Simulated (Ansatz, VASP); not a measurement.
# B27P27H (start site: H_i (antibonding, by P)): VASP beside Ansatz

Wanted: the spread between two codes on one cell, functional and k mesh. The cell is taken from a series of runs on this material, whose earlier steps may have relaxed, scaled, displaced or heated it; both programs get it as it stands.

Program: Ansatz 0.2.0. Level of theory: plane waves, with VASP 6.6.1 beside it; r2SCAN. Results are calculated unless marked as measured.

### Step 1. The structure

The cell holds 55 atoms: 27 B, 27 P and 1 H. Its edges and angles: a = 9.912 Å, b = 9.912 Å, c = 9.912 Å, α = 60.0°, β = 60.0°, γ = 60.0°. It derives from BP (BP (F-43m)). Nearest the centre at fractional (0.189, 0.523, 0.523): H55 at 1.33 Å, P32 at 1.62 Å, B9 at 2.12 Å, B15 at 2.14 Å, P50 at 2.27 Å, P29 at 2.28 Å, P31 at 2.34 Å, B17 at 2.35 Å. The cell carries charge +1.

As a file:

```xyz
55
Lattice="0.0000 7.0087 7.0087 7.0087 0.0000 7.0087 7.0087 7.0087 0.0000" Properties=species:S:1:pos:R:3 pbc="T T T"
B     7.0025    7.0124   13.9964
B     9.3322    9.3518   13.9849
B    11.6805   11.6896   13.9936
B     2.3391    7.0222    9.3025
B     4.6729    9.3565    9.3181
B     7.0062   11.6899    9.3193
B     4.6842    7.0185   11.6523
B     7.0095    9.3496   11.6709
B     9.3897   11.6951   11.6100
B    13.9941    9.3351    9.3384
B     9.3321    4.6867    9.3265
B    11.6700    7.0091    9.3321
B     2.3352    2.3590    4.6436
B     4.6657    4.6847    4.6620
B     7.0111    7.0653    4.6014
B    11.6478    9.3228    7.0112
B     6.7789    4.4543    7.2121
B     9.3729    7.0488    6.9938
B     7.0030    4.6779   11.6616
B     9.3382    7.0134   11.6622
B    11.6707    9.3464   11.6634
B     2.3288    4.6774    6.9877
B     4.6678    7.0075    6.9764
B     7.0057    9.3559    6.9853
B    11.6601   11.6688    9.3388
B     7.0115    7.0074    9.3268
B     9.3336    9.3454    9.3328
P     3.5060    3.5184    3.4765
P     5.8439    5.8406    3.4822
P     8.1872    8.2089    3.4544
P     5.7790    3.4538    5.8288
P     8.3781    6.0534    5.6111
P    10.5221    8.1969    5.8000
P     8.1680    3.4681    8.1970
P    10.5101    5.8393    8.1517
P    12.8369    8.1649    8.1622
P     3.4947    5.8450    5.8204
P     5.8433    8.1866    5.8215
P     8.1718   10.5224    5.8177
P     5.7927    5.8432    8.1977
P     8.1641    8.1859    8.1523
P    10.4899   10.5117    8.1623
P     8.1702    5.8454   10.4966
P    10.5032    8.1783   10.4967
P    12.8388   10.5135   10.5044
P     3.5072    8.1912    8.1431
P     5.8380   10.5224    8.1526
P     8.1723   12.8562    8.1505
P     5.8430    8.1898   10.4856
P     8.1653   10.5277   10.4914
P    10.5340   12.8709   10.4633
P     8.1696    8.1785   12.8292
P    10.5107   10.5276   12.8302
P    12.8472   12.8558   12.8264
H     7.4600    5.1457    6.3044
```

### Step 2. VASP: single point, r2SCAN, pair 1

A single point takes one fixed geometry, so differences don't come from the geometry; what else differs is listed under the comparison.

Lines of VASP's logs that name or quote its potential files are left out, and so is its time.

Input file INCAR:

```
SYSTEM = B27P27H
PREC = Accurate
ENCUT = 460
EDIFF = 1E-06
NELM = 120
ISMEAR = 0
SIGMA = 0.01
LREAL = Auto
ALGO = Normal
METAGGA = R2SCAN
LASPH = .TRUE.
NELECT = 216
NBANDS = 152
LORBIT = 11
LWAVE = .FALSE.
LCHARG = .FALSE.
ISIF = 2
ISYM = 0
GGA_COMPAT = .FALSE.
EFERMI = MIDGAP
LMIXTAU = .TRUE.
KPAR = 4
```

Input file POSCAR:

```
B27P27H
1.0
    0.0000000000      7.0086929125      7.0086929125
    7.0086929125      0.0000000000      7.0086929125
    7.0086929125      7.0086929125      0.0000000000
B P H
27 27 1
Direct
    0.9992128196      0.9977942876      0.0013220885
    0.9990797803      0.9962911226      0.3352305559
    0.9989541582      0.9976495694      0.6689168374
    0.9977364151      0.3295471288      0.0041970842
    0.9988851367      0.3306236241      0.3360989547
    0.9989702142      0.3307065727      0.6689391709
    0.9978069267      0.6647423202      0.0035967580
    0.9995433056      0.6656580155      0.3344630169
    0.9927223766      0.6637870191      0.6759319145
    0.3338270477      0.9985744629      0.9980984436
    0.3339519330      0.9967594326      0.3347488012
    0.3332416651      0.9982624223      0.6668136280
    0.3329690184      0.3295750361      0.0036092995
    0.3339412224      0.3312267482      0.3344750758
    0.3321256183      0.3244005617      0.6759449350
    0.3343138570      0.6660445168      0.9958637401
    0.3486757492      0.6803482785      0.2868618378
    0.3331306533      0.6647385516      0.6725923107
    0.6660637857      0.9978090843      0.0013799679
    0.6661268112      0.9978377423      0.3345383406
    0.6662551617      0.9978836697      0.6672921751
    0.6660588063      0.3309507411      0.0013178400
    0.6646082034      0.3307791734      0.3352179843
    0.6659962412      0.3306633591      0.6689065487
    0.6668537259      0.6656039941      0.9980570410
    0.6650792212      0.6656723651      0.3347326559
    0.6666493847      0.6649610081      0.6667511438
    0.2488991384      0.2471307075      0.2530989516
    0.2481868505      0.2486490953      0.5851529251
    0.2479856130      0.2448833879      0.9232631210
    0.2499458863      0.5817075076      0.2428382920
    0.2344442902      0.5661409857      0.6292520426
    0.2478902255      0.5796511708      0.9216396103
    0.2494802151      0.9200677070      0.2453426180
    0.2483273370      0.9147534942      0.5848257608
    0.2489888242      0.9155876995      0.9159755447
    0.5828939468      0.2475558657      0.2510643684
    0.5824800738      0.2481289671      0.5855867304
    0.5827224361      0.2473504294      0.9186082580
    0.5884279293      0.5812195028      0.2452759602
    0.5831424382      0.5800217703      0.5848262921
    0.5838492354      0.5807511160      0.9159540164
    0.5829723507      0.9146812281      0.2510459083
    0.5829692373      0.9146980634      0.5839035266
    0.5835003306      0.9152682445      0.9165695221
    0.9150889270      0.2467702857      0.2536377947
    0.9157868411      0.2474210583      0.5855465117
    0.9156030820      0.2473036359      0.9187223808
    0.9154627772      0.5806257785      0.2530559741
    0.9169900361      0.5799170738      0.5851023194
    0.9131701094      0.5797347048      0.9232521337
    0.9158674585      0.9145961825      0.2510381789
    0.9165102409      0.9141009384      0.5855621614
    0.9156430184      0.9144263805      0.9186155712
    0.2846514490      0.6148619613      0.4495308251
```

Input file KPOINTS:

```
Points of the shifted mesh
8
Reciprocal
 0.2500000000  0.2500000000  0.2500000000 1
 0.2500000000  0.2500000000  0.7500000000 1
 0.2500000000  0.7500000000  0.2500000000 1
 0.2500000000  0.7500000000  0.7500000000 1
 0.7500000000  0.2500000000  0.2500000000 1
 0.7500000000  0.2500000000  0.7500000000 1
 0.7500000000  0.7500000000  0.2500000000 1
 0.7500000000  0.7500000000  0.7500000000 1
```

The projector-augmented-wave data sets are B, P and H (PBE family, release 64).

Launch:

```bash
$ mpirun -np 8 vasp_std
```

Numbers of over 12 decimals in the logs are rounded to 6 here.

What it wrote:

```text
[banner, memory and clock lines left out]
running    8 mpi-ranks, on    1 nodes
[...]
|                                                                             |
|           W    W    AA    RRRRR   N    N  II  N    N   GGGG   !!!           |
|           W    W   A  A   R    R  NN   N  II  NN   N  G    G  !!!           |
|           W    W  A    A  R    R  N N  N  II  N N  N  G       !!!           |
|           W WW W  AAAAAA  RRRRR   N  N N  II  N  N N  G  GGG   !            |
|           WW  WW  A    A  R   R   N   NN  II  N   NN  G    G                |
|           W    W  A    A  R    R  N    N  II  N    N   GGGG   !!!           |
|                                                                             |
|     For optimal performance we recommend to set                             |
|       NCORE = 2 up to number-of-cores-per-socket                            |
|     NCORE specifies how many cores store one orbital (NPAR=cpu/NCORE).      |
|     This setting can greatly improve the performance of VASP for DFT.       |
[...]
DAV:   5    -0.520628269530E+03   -0.30843E-01   -0.30767E-01  3056   0.113E+00BRMIX: very serious problems
 the old and the new charge density differ
 old charge density:   217.00000 new  216.00000
BRMIX: very serious problems
 the old and the new charge density differ
 old charge density:   217.00000 new  216.00000
BRMIX: very serious problems
 the old and the new charge density differ
 old charge density:   217.00000 new  216.00000
BRMIX: very serious problems
 the old and the new charge density differ
 old charge density:   217.00000 new  216.00000
    0.368E+01
DAV:   6    -0.494827902505E+03    0.25800E+02   -0.21502E+01  2760   0.947E+00    0.224E+01
DAV:   7    -0.466812817432E+03    0.28015E+02   -0.55471E+00  3008   0.566E+00    0.483E+00
DAV:   8    -0.471372549412E+03   -0.45597E+01   -0.90583E+00  2616   0.712E+00    0.202E+00
DAV:   9    -0.473403330476E+03   -0.20308E+01   -0.11738E+00  2664   0.319E+00    0.122E+00
[...]
DAV:  18    -0.473423235754E+03   -0.66049E-04   -0.26923E-05  2624   0.170E-02    0.605E-03
DAV:  19    -0.473423239024E+03   -0.32697E-05   -0.15369E-06  1968   0.362E-03    0.324E-03
DAV:  20    -0.473423238096E+03    0.92818E-06   -0.23672E-07  1496   0.152E-03
   1 F= -.47342324E+03 E0= -.47342324E+03  d E =0.000000E+00
```

Parts of OUTCAR (step 2):

```text
  Total      -60.9976188    -60.9913086    -60.5990574      2.6547676     -4.6177941     -4.6027019
  in kB     -141.9326702   -141.9179871   -141.0052753      6.1772618    -10.7449416    -10.7098242
  external PRESSURE =    -141.6186442 kB  Pullay stress =       0.0000000 kB

 POSITION                                       TOTAL-FORCE (eV/Angst)
 -----------------------------------------------------------------------------------
      7.00250      7.01244     13.99641        -0.002231      0.000979      0.001165
      9.33223      9.35177     13.98494        -0.003952      0.000965      0.008123
     11.68045     11.68960     13.99358        -0.002131      0.002021      0.007094
      2.33911      7.02224      9.30252        -0.003792      0.006246      0.003365
      4.67285      9.35649      9.31812        -0.000068      0.003902      0.001032
      7.00621     11.68986      9.31930        -0.001506      0.002699      0.000408
      4.68418      7.01853     11.65230        -0.000787      0.006269      0.000712
      7.00954      9.34964     11.67088        -0.004316     -0.001533      0.005859
      9.38968     11.69509     11.60997        -0.004829      0.010997      0.015766
     13.99407      9.33506      9.33839         0.009798     -0.004821      0.007306
      9.33213      4.68672      9.32655        -0.002332     -0.007175      0.003098
     11.67001      7.00908      9.33210         0.002527      0.001365      0.003502
      2.33519      2.35897      4.64357         0.000573      0.003757     -0.000160
      4.66570      4.68472      4.66196         0.003051     -0.004145      0.005503
[...]
-----------------------------------------------------------------------------------
    total drift:                                0.002103      0.003272      0.016096

  FREE ENERGIE OF THE ION-ELECTRON SYSTEM (eV)
  ---------------------------------------------------
  free  energy   TOTEN  =      -473.4232380960 eV

  energy  without entropy=     -473.4232380960  energy(sigma->0) =     -473.42323810

[... 2 further parts left out ...]
```

The cell is charged against a uniform background.

The run ends at a pressure of -14.16 GPa, with forces up to 0.064 eV/Å.

### Step 3. Ansatz: single point, r2SCAN, pair 1

Ansatz runs on its PAW soft_1 files.

The same cell, functional and mesh now go to Ansatz.

Input file input.yaml:

```yaml
crystal:
  checkpoint: "../qp1.relax.run"
  host: checkpoint
total_charge: 1
basis:
  ecutwfc: 500
  xc_grid: 2
hamiltonian:
  xc: r2scan
  pseudopotentials: { kind: paw, azcp: { folder: soft_1 } }
kpoints:
  mp_grid: { grid: [2, 2, 2], shift: [0.5, 0.5, 0.5] }
scf:
  occupations: { method: fixed }
  max_iter: 80
output:
  forces: true
  eigenvalues: true
  charged_corrections:
    epsilon: 9.31
    static_epsilon: 9.42
    defect_position: [0.189277, 0.522611, 0.522611]
  eigenstates: { localisation: true }
  populations: true
  band_densities: [{ bands: [v1, v1] }, { bands: [c1, c1] }]
  write_density: true
  write_potential: true
  volumetric_format: npy
checkpoint:
  read: "../qp1.relax.run"
  write: "../qp1.point.run"
  compress: false
  write_wavefunctions: false
  write_every: 100000
```

Launch:

```bash
$ ansatz run input.yaml --threads 4 --pin off --max-ram 7536MiB --backend cpu --events-out ev --progress --plain --runs-dir out
```

What it wrote:

```text
crystal.checkpoint: the structure is that of <dir>, a `relax` run, at its step 12: its result, under r2scan at a charge of 1 e; 55 atoms read, 0 with a starting moment; crystal.structure_sha256 for this input is
Engine: ansatz 0.2.0, x86_64-unknown-linux-gnu
Pseudopotentials: kind: paw
Pseudopotential: B, paw, valence charge 3, recommended cutoff 500 eV (meta_gga), soft_1/B.paw.azcp
Pseudopotential: P, paw, valence charge 5, recommended cutoff 500 eV (meta_gga), soft_1/P.paw.azcp
Pseudopotential: H, paw, valence charge 1, recommended cutoff 500 eV (meta_gga), soft_1/H.paw.azcp
Functional definition: r2SCAN
  parameter k0 = 0.174
  parameter k1 = 0.065
  parameter a1 = 4.9479
  exchange = r2scan_x(k0 = k0, k1 = k1, a1 = a1)
  correlation = r2scan_c
Crystal: 55 atoms, lattice volume = 688.559 Å³
Basis set: ecut = 500 eV, 17477 PW (Γ), exchange–correlation on 150×150×150 points (8 copies of the dense FFT grid, shifted against one another)
Bands: 163, of which v1, the nominal top of the filled ones, is band 108 counted from 1 (107 counted from 0)
Symmetry: 1 space group operations
Space group: P1 (ITA 1), of the structure as read, at distance tolerance 8.8e-5 Å
k-points: 4 of 8 (time reversal used)
Non-local potential: B, projectors of the file, l = 0: 2, l = 1: 2, l = 2: 1
Non-local potential: P, projectors of the file, l = 0: 2, l = 1: 2, l = 2: 1
Non-local potential: H, projectors of the file, l = 0: 2, l = 1: 1
PAW form: soft (Blöchl's): semilocal exchange-correlation on the pseudo side does not see the compensation charge
PAW frozen core: B, regenerated for the run's functional (the file was generated under x = pbe(κ = 0.804, μ = 0.219515), c = pbe(β = 0.066725))
PAW frozen core: P, regenerated for the run's functional (the file was generated under x = pbe(κ = 0.804, μ = 0.219515), c = pbe(β = 0.066725))
PAW one-centre angular grid: B, 302 points (default); XC on 223 of its mesh's 2233 points in the sphere
PAW one-centre angular grid: P, 302 points (default); XC on 160 Gauss nodes
PAW one-centre angular grid: H, 302 points (default); XC on 160 Gauss nodes
Initial density: read from a saved state, or passed on in memory by an earlier SCF of this step, an earlier step, the calling program or the single point that the run made first
Initial wavefunctions: those read from a saved state, or passed on in memory by an earlier step or the calling program
Functional: x = r2scan, c = r2scan; τ floored in thin density (d = 2e-4 eV/Å³)
SCF iter   1: F=—  HF=-24770.883871 eV  |F-HF|=—  |Δ(HF+E_count)|=         —  Δρ=1.21e-6  dr2=9.97e-9  dr2_τ=2.23e-10  ethr=1.46e-11  ⟨swp⟩=3.0  Hψ=1536  notcnv=0
preconditioner: auto → Resta (q_TF=auto, 2.249 Å⁻¹)  ε∞=4.6  [insulator: Δε(μ)=0.950 eV  Ē_g=10.927 eV  n_scr=136 (ndim 8)  ℏωp=20.8 eV  f_vac=0.000  ε∞_Penn≈4.6]
SCF iter   2: F=-24770.883871 eV  HF=-24770.883871 eV  |F-HF|=2.85e-9  |Δ(HF+E_count)|=   4.49e-9  Δρ=7.76e-7  dr2=3.95e-9  dr2_τ=7.18e-11  ethr=4.61e-12  ⟨swp⟩=8.0  Hψ=3226  notcnv=0
SCF 1 converged in 2 iterations: F = -24770.883871 eV  dr2 = 3.95e-9
  greatest PAW one-centre occupation: 0.779 electrons in one spin orbital (limit 2), on the P atom at site 9 (counted from 0), in its partial waves of l = 0
SCF converged after 2 iterations
Free energy (F): -24770.883871 eV
Harris-Foulkes:  -24770.883871 eV  (|F-HF|=2.85e-9)
Internal energy: -24770.883871 eV  (E = F + TS)
E sigma→0 (E₀):  -24770.883871 eV
Fermi energy:    7.819772 eV
--- Per-component energies (eV) ---
  E_band       = 327.740686
  E_kinetic    = 3147.548511
  E_local      = -1829.044702  (includes V_loc(G=0)·N_el)
  E_nonlocal   = 1040.468211
  E_hartree    = 498.620627
  E_xc         = -2701.538886
  E_vxc        = -2888.129752  (∫ρ·V_xc dr)
  E_paw        = -17426.677311  (= ΣΔE_a)
  E_vpaw       = -271.686301  (= ΣTr[D̂ρ^β])
  E_aug_tail   = -0.000078  (compensation charges beyond the density's cutoff)
  E_vtau       = 131.343629  (kinetic-family band-sum trace: ∫τ·v_τ [+ j·A + Jᵃ·Aᵃ] dr)
  E_ewald      = -7497.309562
  E_core_change = -2.950681  (= ΣΔE_core)
  E_smearing   = -0.000000  (= −TS)
  E_closure    = 0.000000  (closes the sum)
  E_deformation_potential = 14.912812  (in the stress; not in F)
  Σ components = -24770.883871   (vs F -24770.883871, Δ=0.00e0)
--- Forces (eV/Å), atoms counted from 1 ---
  atom   1  B     -0.00225227     0.00097566     0.00174745
  atom   2  P     -0.00895704     0.00205130    -0.00301835
  atom   3  B     -0.00478043     0.00144317     0.00802674
  atom   4  P     -0.00338259    -0.00171456    -0.00419834
  atom   5  B     -0.00203712     0.00201944     0.00654299
  atom   6  P     -0.00258314     0.00187253    -0.01202614
  atom   7  B     -0.00481933     0.00520465     0.00418040
  atom   8  P     -0.01104744    -0.00126966    -0.00794724
  atom   9  B     -0.00139552     0.00366102     0.00212813
[...]
atom  49  B     -0.00648591     0.00744655     0.00731958
  atom  50  P      0.00868711    -0.00675673    -0.00671238
  atom  51  B     -0.00744643    -0.00206447     0.00261747
  atom  52  P      0.00357589    -0.00041227    -0.00573019
  atom  53  B      0.00814711     0.00091211    -0.00134906
  atom  54  P      0.00361421    -0.00484180    -0.00292134
  atom  55  H     -0.00534500    -0.00875209     0.01572726
  max |Σ_I F_I| component: 6.78e-3 eV/Å
--- Charged-cell corrections in eV (Makov–Payne, q = +1.000 e, ε = 9.310 of the electrons, 9.420 with the ions) ---
  F (periodic)     = -24770.883871  (uncorrected; the corrections below are reported, never added to it)
  E_corr1          = +0.252948  (monopole, q²α_M/2εL)
  F Makov-Payne    = n/a  (the rows are of the electrons' constant alone; ansatz place-levels tells what screens the charge)
  no potential alignment in this run, which stands beside a crystal: run the host's input off ansatz write-host-input, and read the two finished runs by ansatz place-levels (neither reads a slab, a wire or a sheet, whose cell leaves a vacuum)
--- Band table (eV) ---
  k-point 0: bands = [... 104 lower, 6.9346, 7.0874, 7.8186, 7.8198, 8.7700, 9.9419, 10.0235, 10.0578, ... 51 higher]
  k-point 1: bands = [... 104 lower, 6.7513, 6.9301, 7.3080, 7.4966, 9.4806, 9.9144, 10.6071, 10.7272, ... 51 higher]
  k-point 2: bands = [... 104 lower, 6.7417, 6.9157, 7.3044, 7.5030, 9.1618, 10.1108, 10.6179, 10.7807, ... 51 higher]
  k-point 3: bands = [... 104 lower, 6.7418, 6.9155, 7.3045, 7.5025, 9.1645, 10.1104, 10.6171, 10.7806, ... 51 higher]
--- Löwdin populations: 55 sites ---
  site symbol       q [e]
     0      B      3.5558
     1      P      4.3605
     2      B      3.5531
     3      P      4.3621
     4      B      3.5577
     5      P      4.3470
     6      B      3.5596
     7      P      4.3413
     8      B      3.5570
     9      P      4.2089
    10      B      3.5578
    11      P      4.3504
    12      B      3.5603
    13      P      4.3484
    14      B      3.5532
    15      P      4.3587
    16      B      3.5738
    17      P      4.3583
    18      B      3.5565
    19      P      4.3556
    20      B      3.5524
    21      P      4.3609
    22      B      3.5461
    23      P      4.3580
[...]
47      P      4.3466
    48      B      3.5566
    49      P      4.3555
    50      B      3.5524
    51      P      4.3606
    52      B      3.5461
    53      P      4.3579
    54      H      0.9667
  spilling = 0.007833 (of n_electrons = 216.000000)
--- Band densities, each state counted as filled ---
  window                                       electrons  max residual (eV)  cut levels
  bands: [v1, v1]                               2.000000             1.8e-9           0
  bands: [c1, c1]                               2.000000             3.5e-5           0
```

### Step 4. Differences

Known differences besides the potentials themselves: VASP keeps PBE cores, Ansatz makes them for the functional; fixed occupations in Ansatz, narrow Gaussian smearing in VASP; the cutoff is 500 eV in Ansatz and 460 eV in VASP (PREC = Accurate, projectors in real space). Total energies have different zeros and are not compared.

Compared:

| quantity | Ansatz | VASP | difference |
| --- | --- | --- | --- |
| gap on the k mesh (eV) | 0.950 | 0.967 | -0.016 |

The largest component of a force difference here is 48 meV/Å. A gap on the mesh is an upper bound, since the band edges may lie between its points. The cell carries a charge of +1 e against a uniform background, so its pressure also hangs on how the neutralising background is counted, and in a defect's cell a gap may be the spacing between its levels.

(Part 1 of 2 ends here.)

[Lines on the potential files, build, host, timing and source positions are cut from VASP's logs without a mark.]

[Logs are printed without paths, hosts, clocks, repeated set-up lines and the standing remarks that a program may print on its own settings, such as how far it seeks lower states.]

[Hosts, paths, dates, database ids (printed as entryN), source tags and the programs' standing remarks are cut or masked in the printed files.]
